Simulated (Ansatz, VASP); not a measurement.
## TePb: VASP beside Ansatz

Contents of INCAR:

```
ALGO     = Normal         # electronic algorithm
EDIFF    = 1E-7           # SCF threshold, eV
ENCUT    = 520            # plane-wave cutoff, eV
GGA      = PE             # functional
ISIF     = 2              # what is computed and relaxed
ISMEAR   = -1             # smearing method
LASPH    = T              # aspherical terms in the spheres
LCHARG   = F              # write CHGCAR
LREAL    = F              # projectors in reciprocal space
LWAVE    = F              # write WAVECAR
NBANDS   = 17             # bands
NELM     = 100            # most SCF steps
PREC     = Accurate       # precision mode
SIGMA    = 0.08           # smearing width, eV
```

Contents of KPOINTS:

```
k-points
0
Gamma
  11 11 11
```

POSCAR

```
TePb
1.0
    0.0000000000      3.1833865456      3.1833865456
    3.1833865456      0.0000000000      3.1833865456
    3.1833865456      3.1833865456      0.0000000000
Te Pb
1 1
Direct
    0.5000000000      0.5000000000      0.5000000000
    0.0000000000      0.0000000000      0.0000000000
```

Input for Ansatz:

```yaml
crystal:
  lattice:
    - [0.0, 3.1833865456, 3.1833865456]
    - [3.1833865456, 0.0, 3.1833865456]
    - [3.1833865456, 3.1833865456, 0.0]
  atoms:
    - { symbol: Te, position: [0.5, 0.5, 0.5] }
    - { symbol: Pb, position: [0.0, 0.0, 0.0] }
kpoints:
  mp_grid: { grid: [11, 11, 11] }
scf:
  occupations: { method: fermi_dirac, width: 0.08 }
hamiltonian:
  xc: pbe
  pseudopotentials: { kind: all_electron, lapw: { basis_error: 0.001 } }
output:
  forces: true
  stress: true
  eigenvalues: true
```

Change from the starting cell: volume scaled by 0.96.

Alike in both runs: task single point; functional PBE; k mesh 11 × 11 × 11; occupations fermi-dirac, width 0.08 eV; no spin polarisation.

|  | VASP | Ansatz |
| --- | --- | --- |
| version | VASP 6.6.1 | Ansatz 0.2.0 |
| potentials or method | VASP PAW PBE potentials, release 64 (Te, Pb_d) | all-electron LAPW, scalar-relativistic |
| plane-wave cutoff (eV) | 520 | see its input |

Ansatz gave:

```
pressure (GPa) : 4.5
```

Task: What did VASP give for the same quantities?

Result: Pressure (GPa): 4.4.

Ansatz ran all-electron here, so the differences hold the error of VASP's frozen core and of both bases.

The runs have no spin-orbit coupling, so splittings on Pb, Te are missing.
